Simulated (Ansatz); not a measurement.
# Au: properties at the relaxed cell

The task here is to estimate one member of a computed series from the others.

This is Au in the bcc structure; at room conditions it is fcc.

Computed with Ansatz 0.2.0 (DFT r2SCAN, scalar-relativistic, plane waves, PAW, unless a step's input says otherwise).

1 further run of the same task is left out (set aside as unsound or not needed).

## The starting structure

It takes space group Im-3m (No. 229, cubic). The conventional cell has a = 3.275 Å, b = 3.275 Å, c = 3.275 Å, α = 90.00°, β = 90.00°, γ = 90.00°. Au (site symmetry m-3m) has 8 Au at 2.84 Å as nearest neighbours.

Coordinates:

```xyz
1
Lattice="-1.6377 1.6377 1.6377 1.6377 -1.6377 1.6377 1.6377 1.6377 -1.6377" Properties=species:S:1:pos:R:3 pbc="T T T"
Au    0.0000    0.0000    0.0000
```

It goes back to an entry of the Materials Project, which need not be the stable form.

This cell was relaxed beforehand with the same method: volume 17.57 Å³/atom, gap on the mesh none (metal).

Set-up of the first run:

Input file input.yaml:

```yaml
crystal:
  lattice:
    - [-1.637687982, 1.637687982, 1.637687982]
    - [1.637687982, -1.637687982, 1.637687982]
    - [1.637687982, 1.637687982, -1.637687982]
  atoms:
    - { symbol: Au, position: [0.0, 0.0, 0.0] }
basis:
  ecutwfc: 500
kpoints:
  mp_grid: { grid: [18, 18, 18] }
  band_path:
    path:
      - [[0.0, 0.0, 0.0], [0.5, -0.5, 0.5], [0.0, 0.0, 0.5], [0.0, 0.0, 0.0], [0.25, 0.25, 0.25], [0.5, -0.5, 0.5]]
      - [[0.25, 0.25, 0.25], [0.0, 0.0, 0.5]]
    npoints: 14
hamiltonian:
  xc: r2scan
scf:
  occupations: { method: gaussian, width: 0.1 }
  n_extra_bands: 6
output:
  forces: true
  stress: true
  eigenvalues: true
  populations: true
  dos: { projected: true, de: 0.02, nscf_kmesh: { grid: [27, 27, 27] } }
  bader: true
  write_density: true
  write_potential: true
  elf: true
  volumetric_format: npy
```

Run with:

```bash
ansatz run input.yaml --threads 1 --pin off --max-ram 2560MiB --backend cpu --events-out ev --progress --plain --runs-dir out
```

Steps of the session up to this table: Bands, states and charges; Back to the database's cell; Volume × 0.97; The cell scaled to 1.03 of its volume; Volume × 0.94; The cell scaled to 1.06 of its volume; Point at V/V0 = 0.91; The cell scaled to 1.10 of its volume; The cell scaled to 0.88 of its volume.

One table of the session follows, with a row left open; its other results are not shown here.

It belongs to the step «Energy against volume». 

```
volume (Å³/atom)  energy above the lowest point (meV/atom)  pressure (GPa)
          15.461                                     161.9           28.52
          15.988                                      84.1           19.09
          16.515                                         ?               ?
          17.042                                       7.8            5.07
          17.569                                       0.0           -0.03
          18.096                                       7.3           -4.12
          18.623                                      26.8           -7.37
          19.326                                      67.0          -10.64
```

**Question.** Estimate the row for volume (Å³/atom) = 16.515.

Worked estimate for «energy above the lowest point (meV/atom)». A straight line through the neighbours (15.988, 84.1) and (17.042, 7.8) gives 84.1 + (7.8 − 84.1) × (16.515 − 15.988) / (17.042 − 15.988) = 45.9; a parabola fitted to 4 rows on both sides gives 34.3.

**Answer.** energy above the lowest point (meV/atom): 34.4; pressure (GPa): 11.37. In «energy above the lowest point (meV/atom)» the line misses by +11.5 and the parabola by -0.1.

Caveats from the session: The projections leave out shells that the potentials don't hold, such as empty d states.
